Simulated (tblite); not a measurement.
# CH8BF3O7Si3: the cost of one run

Computed with tblite 0.8.0 and PySCF 2.14.0; each step states its level. No surroundings beyond the atoms listed, unless a continuum is named. Atoms count from 0, parts from 1.

## 1. Starting point

23 atoms, charge 0, multiplicity 1; geometry: rigid parts in contact. Parts: 1 = atoms 0–17, `OB(O)O[Si]1(O)O[SiH2]O[SiH2]O1`, charge 0; 2 = atoms 18–22, `FC(F)F`, charge 0.

## 2. Search for minima with GFN2-xTB

Job settings and geometry (Å):

```
{"job": {"kind": "dock", "xc": "GFN2-xTB", "basis": "xTB"}, "charge": 0, "multiplicity": 1, "parts": [{"atoms": "0-17", "charge": 0, "multiplicity": 1}, {"atoms": "18-22", "charge": 0, "multiplicity": 1}]}
O     -0.703950     1.378819    -0.051463
Si    -2.308844     1.598396     0.065839
O     -3.017352     0.169121     0.373546
Si    -2.395446    -1.327864     0.480341
O     -0.785680    -1.245416     0.281821
Si     0.082626    -0.010373    -0.295913
O      0.349840    -0.212700    -1.878628
O      1.433170     0.065637     0.590754
B      2.724680    -0.090715     0.255273
O      3.704554     0.016109     1.186935
O      3.079045    -0.358722    -1.035692
H     -2.489836     2.443190     1.234817
H     -2.810146     2.039782    -1.225862
H     -2.956452    -2.090649    -0.622978
H     -2.589459    -1.793948     1.843769
H      1.267907    -0.336407    -2.124780
H      3.388437     0.205154     2.069643
H      4.026905    -0.449416    -1.147422
F      1.047397     4.354382    -1.374988
C      1.044646     3.028324    -1.442251
F      1.756895     2.660779    -2.500797
F      1.635963     2.551837    -0.353071
H      0.011642     2.647060    -1.519789
```

Method: GFN2-xTB search for minima from random contacts, gas phase.

On the command line:

```console
> OMP_NUM_THREADS=1 python cluster_run.py task.json out
```

The driver reads the jobs from task.json and runs them one after another.

Q: Estimate the wall time of this first job on 1 thread of Arm Neoverse V1, shared host.

About 2 min.
